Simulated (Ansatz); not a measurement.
The system is MnS.

```
Mn S
1.0
     0.00000    2.47346    2.47346
     2.47346    0.00000    2.47346
     2.47346    2.47346    0.00000
Mn S
1 1
Direct
  0.00000 0.00000 0.00000
  0.75000 0.75000 0.75000
```

The cell is a database's computed one.

Base run:

```yaml
Program: Ansatz 0.2.0
Functional: PBEsol
Potentials_or_basis: Ansatz PAW
Cutoff: "420 eV (not typed: the program's choice for these potentials)"
k_mesh: 8 × 8 × 8
Occupations: fermi-dirac, width 0.05 eV
Spin: collinear spin, ferromagnetic start
Starting_moments: "[5.0, 0.0] μB"
Fixed_moment: 5 μB
```

Its results: pressure 53.0 GPa; site moments Mn +3.72; S +0.25 μB.

Question: After a change of settings the same cell gave: pressure 101.4 GPa; site moments Mn +4.26; S +1.19 μB. Which change was it?
A. fixed moment from 5 μB to 4 μB; moments at the start from [5.0, 0.0] to [4.0, 0.0]
B. fixed moment from 5 μB to 6 μB; moments at the start from [5.0, 0.0] to [6.0, 0.0]
C. fixed moment from 5 μB to 3 μB; moments at the start from [5.0, 0.0] to [3.0, 0.0]
D. fixed moment from 5 μB to 8 μB; moments at the start from [5.0, 0.0] to [8.0, 0.0]

Answer: D.

Caveats: a pressure of tens of GPa on the cell as given is suspect, and the run, the potentials or the cell itself is likely at fault; the total moment is fixed, so each spin has its own Fermi level; a cell with one magnetic atom can't hold antiferromagnetic order, which such compounds often take; the PAW data sets come from PBE, with cores solved anew for the run's functional, which leaves a small shift of forces and pressure; the thresholds are loose for stress.
